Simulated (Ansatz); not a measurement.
Computed results, one entry a study.

### Quasiparticle gap of AlN (P6_3mc)

The structure is hexagonal, space group P6_3mc (No. 186). Conventional cell: a = 3.113 Å, b = 3.113 Å, c = 4.981 Å, α = 90.00°, β = 90.00°, γ = 120.00°. Nearest to Al lie 4 N at 1.89 Å. Nearest to N lie 4 Al at 1.89 Å. Farther neighbours and most contacts between anions are not listed.

- method: DFT, PBE, plane waves, PAW (and 1 further level or step)
- program: Ansatz 0.2.0
- settings of one run: cutoff 420 eV, 12×12×6 k-mesh, smearing width 0.02 eV, default PAW
- cost: 2 runs, 24 s in all on 1 × NVIDIA H100 80GB HBM3 (shared by 6 runs) with 3 threads of AMD EPYC 7R13 (Zen 3), shared host (the runs of this entry)
- notes: The database entry behind the starting cell differs from later determinations by our own check (inner coordinate u about 0.002 short). The cell and positions come from the Crystallography Open Database and are kept as given unless a step says otherwise. From 52 bands and 60 eV to 276 bands and 200 eV the gap moves by 5.915 − 5.484 = +0.431 eV (rung by rung 5.484, 5.806, 5.915 eV); bands and screening cutoff rise together, so their parts are not told apart. A line in one over the bands through the two highest rungs gives 5.915 + (5.915 − 5.806) × 132 / (276 − 132) = 6.015 eV, and through the pair below 5.806 + (5.806 − 5.484) × 52 / (132 − 52) = 6.015 eV. The two agree within 0.03 eV and the same two states bound the gap in each rung, so 6.015 eV is taken as an estimate of the limit on this mesh.
- PBE gap over mesh and path: 4.214 eV, direct, at k = Γ
- G0W0@PBE gap over 15 of 21 irreducible mesh points: 5.915 eV, direct, at k = Γ
- estimated limit in bands and cutoff, on this mesh: 6.015 eV
- GW settings: 6×6×4 mesh, 268 empty bands, screening to 200 eV
- known limits: finite bands, screening cutoff and k mesh; no spin-orbit coupling in G0W0

Over 15 of 21 irreducible mesh points the G0W0 gap is 5.915 eV, direct, at k = Γ. The PBE gap of this run on the mesh is 4.213 eV. The two states that bound the G0W0 gap lie that far apart at the start, so the correction of the gap is 5.915 − 4.213 = +1.702 eV. The valence state moves by 6.046 − 7.113 = −1.067 eV and the conduction state by 11.961 − 11.326 = +0.635 eV, on the run's own scale; with 52 bands the edge states move by −0.300 and +0.971 eV, so the split between the edges depends on the bands and cutoff.

[Runs of the session that timed out or met a known fault of the program may be left out.]

[Cells called generated may have been cut or substituted from an entry of the Crystallography Open Database or the Materials Project.]

[Hosts, paths, dates, database ids (printed as entryN), source tags and the programs' standing remarks are cut or masked in the printed files.]
